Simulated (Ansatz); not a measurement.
Runs of Ansatz 0.2.0 on Pt. The structure is cubic, space group Fm-3m (No. 225). The conventional cell has a = 3.922 Å, b = 3.922 Å, c = 3.922 Å, α = 90.00°, β = 90.00°, γ = 90.00°. Around Pt (site symmetry m-3m) lie 12 Pt at 2.77 Å. 

```tsv
task	level	spin	k mesh	cutoff (eV)	q mesh	points for each segment of the path	atoms under strain	gap on the mesh (eV)	pressure (GPa)	V0 of scaled cells (Å³/atom)	B0 (GPa)
phonons	PBEsol	off	10 × 10 × 10	420	2 × 2 × 2	8	-	none	-	-	-
elastic constants	PBEsol	off	10 × 10 × 10	420	-	-	relaxed	none	-0.6	-	-
equation of state	r2SCAN	off	12 × 12 × 12	500	-	-	-	-	-	(a)	271
equation of state	LDA	off	12 × 12 × 12	420	-	-	-	-	-	(b)	306
band structure	PBEsol	SOC, no magnetisation	12 × 12 × 12	420	-	14	-	none	-0.4	-	-
```

Alike in all rows: potentials or basis Ansatz PAW; cell as given; smearing fermi-dirac 0.05 eV.

Question: Fill in the values left out.

Answer: (a) 15.30; (b) 14.77.

Caveats: the PAW data sets come from PBE, with cores solved anew for the run's functional, which leaves a small shift of forces and pressure (some runs); elastic constants of metals need much finer meshes, so these are rough (some runs); the PAW data sets were made with another functional, which shifts forces and pressure a little (some runs).

A k mesh can miss the band edges, and rows without SOC leave out spin-orbit coupling on Pt.

A gap of «none» marks a metal or a gap under the smearing width.

Runs at the PBE level aren't shown here.
